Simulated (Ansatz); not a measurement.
A crystal relaxed with r2SCAN+rVV10 in Ansatz 0.2.0 has space group P-3m1 (No. 164) and a = 3.553 Å, c = 5.123 Å.

```
atom  site       x       y       z
  Xx    1a  0.0000  0.0000  0.0000
   S    2d  0.3333  0.6667  0.2393
```

With r2SCAN the valence top lies at k = (0, 0.169, 0.188) and the conduction bottom at k = (0, 0.281, 0.299), 0.79 eV higher; the smallest vertical gap, at k = (0, 0.281, 0.299), is 1.11 eV. The HSE06 gap is indirect, 1.21 eV (Γ to k = (0, 0.281, 0.299)), below the direct gap of 1.68 eV at k = (0, 0.281, 0.299). Meshes: r2SCAN 12×12×6, HSE06 6×6×4. r2SCAN's ε∞ is 17.5 along x and y, 9.9 along z.

Task: Which element is Xx?
A. Ni
B. Pt
C. Pd

Result: B. Xx is Pt: PtS2 (CdI2 type). Around Pt lie 6 S at 2.39 Å; around S lie 3 Pt at 2.39 Å.

(Simulation; spin polarisation is off.)

No spin-orbit coupling is included; it can move band edges with weight on the heavy atoms by tenths of an eV.

Where an edge lies off the special points, it is a point of the mesh or the k point where a search put PBE's edge or least direct gap, reused for the other functionals, whose own edges may lie a little apart.

Coordinates of k points refer to the reciprocal vectors of the primitive cell of the runs.

The meshes of the hybrids are coarse, so their gaps aren't converged to the digits shown.
